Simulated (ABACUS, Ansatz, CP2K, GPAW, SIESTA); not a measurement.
# BN: equilibrium volume by level of theory

```
N B
1.0
     0.00000    1.81300    1.81300
     1.81300    0.00000    1.81300
     1.81300    1.81300    0.00000
N B
1 1
Direct
  0.25000 0.25000 0.25000
  0.00000 0.00000 0.00000
```

```csv
rung,level,program and potentials,cutoff (eV),k mesh,smearing,task,core time,chip,equilibrium volume (Å³/atom),miss,notes
GGA,RPBE,"Ansatz, all-electron LAPW, scalar-relativistic",-,13 × 13 × 13,fermi-dirac 0.05,relaxation of cell and atoms,21 s,Arm Neoverse V2,6.05,+2.4 %,-
GGA,BLYP,"Ansatz, all-electron LAPW, scalar-relativistic",-,13 × 13 × 13,fermi-dirac 0.05,relaxation of cell and atoms,23 s,Arm Neoverse V2,6.07,+2.7 %,-
GGA,PBEsol,"Ansatz, all-electron LAPW, scalar-relativistic",-,13 × 13 × 13,fermi-dirac 0.05,relaxation of cell and atoms,24 s,Arm Neoverse V2,(a),?,-
LDA,LDA,"Ansatz, all-electron LAPW, scalar-relativistic",-,13 × 13 × 13,fermi-dirac 0.05,relaxation of cell and atoms,25 s,Arm Neoverse V2,5.74,-2.9 %,-
LDA,LDA,"GPAW, the program's PAW data sets (release 1.2.1) made for this functional",800,13 × 13 × 13,fermi-dirac 0.05,equation of state,53 s,Intel Xeon 6975P-C Granite Rapids,5.74,-2.9 %,-
GGA,PBE,"ABACUS, PseudoDojo NC SR 0.4.1 PBE standard, plane waves",1143,13 × 13 × 13,fermi-dirac 0.05,equation of state,3.1 min,Intel Xeon Platinum 8259CL Skylake/Cascade Lake,(b),?,-
GGA,PBEsol,"SIESTA, files PseudoDojo sr-pbesol-0.4.1-standard, DZP (energy shift 0.003 Ry)",-,13 × 13 × 13,fermi-dirac 0.05,equation of state,8.3 min,Arm Neoverse V2,5.92,+0.2 %,atomic basis
GGA,PBEsol,"CP2K, POTENTIAL_UZH N GTH-PBE-q5, B GTH-PBE-q3; TZVP-MOLOPT-PBE-GTH basis",-,13 × 13 × 13,fermi-dirac 0.05,equation of state,10 min,Arm Neoverse V1,5.92,+0.2 %,atomic basis; potentials made for PBE
GGA,PBE,"SIESTA, files PseudoDojo sr-pbe-0.4.1-standard, DZP (energy shift 0.003 Ry)",-,13 × 13 × 13,fermi-dirac 0.05,equation of state,24 min,Intel Xeon Skylake/Cascade Lake,6.00,+1.5 %,atomic basis
```

Times are single runs on shared hosts and different chips, so they are rough; meshes, cutoffs and the tasks' sizes weigh on the time. All rows: no spin polarisation. Smearing widths are in eV. Meshes are those of the run's cell of 2 atoms unless a note names another. Relaxations start from the cell shown or near it and stop with a little pressure left. The cell shown, of 5.96 Å³ an atom, is the runs' start and not the measured value. Misses use the values as printed. Runs on faulty files, with rough fits or with known faults for this quantity aren't shown. No row holds spin-orbit coupling.

Measured: 5.91 Å³/atom at 295 K (arxiv:cond-mat/0702656). The runs are for a static lattice.

Problem. Estimate the values left out from the other rows.

Solution. (a) 5.86 Å³/atom, miss -0.8 %; (b) 5.95 Å³/atom, miss +0.7 %.
